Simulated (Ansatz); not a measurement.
**Stress against strain in Zr**

```yaml
crystal:
  lattice:
    - [3.23200, 0.00000, 0.00000]
    - [-1.61600, 2.79899, 0.00000]
    - [0.00000, 0.00000, 5.14700]
  atoms:
    - { symbol: Zr, position: [0.33333, 0.66667, 0.25000] }
    - { symbol: Zr, position: [0.66667, 0.33333, 0.75000] }
```

Atom numbers follow the list: Zr1, Zr2.

The conventional cell has a = 3.232 Å, b = 3.232 Å, c = 5.147 Å, α = 90.00°, β = 90.00°, γ = 120.00°. Zr (atom 1) is surrounded by 12 Zr at 3.18 to 3.23 Å.

The cell is COD entry 9008523, as deposited and not checked against the literature; nothing was relaxed.

These are results of Ansatz 0.2.0, DFT, PBE, all-electron LAPW, scalar-relativistic, not measurements.

Sampling and basis: a Γ-centred 13×13×7 k mesh, Fermi–Dirac smearing of 0.08 eV, basis error target 1 meV/atom, no spin polarisation.

The strain is applied along the Cartesian axes of the cell as listed (the other components stay zero). Fractional coordinates are held (clamped ions).

σ is the change of stress from the unstrained cell, which is at 0.51 GPa; tension is positive, so slopes are stress–strain coefficients at that pressure. In a metal the k mesh adds noise.

Only quantities that a quadratic follows smoothly over the whole series are listed; rougher ones are left out.

| εxx = εyy | σzz (GPa) | σxx (GPa) |
| --- | --- | --- |
| -0.0300 | -4.68 | -6.95 |
| -0.0100 | -1.42 | -2.18 |
| 0.0000 | 0.00 | 0.00 |
| 0.0100 | 1.30 | 2.03 |
| 0.0200 | 2.50 | 3.92 |
| 0.0300 | 3.61 | 5.66 |

(1) Fit the series and read off the stiffness at zero strain.

(2) One run, at εxx = εyy = -0.0200, is withheld. Predict its row.

Answers

(1) Least-squares fits y = p0 + p1 x + p2 x² to the rows give σzz (GPa): p1 = 138, p2 = -590; σxx (GPa): p1 = 210, p2 = -710. So C13 + C23 = 138 GPa and C11 + C12 = 210 GPa, for these axes.

(2) The fits give -3.00, -4.49; the run gave -2.97, -4.51.
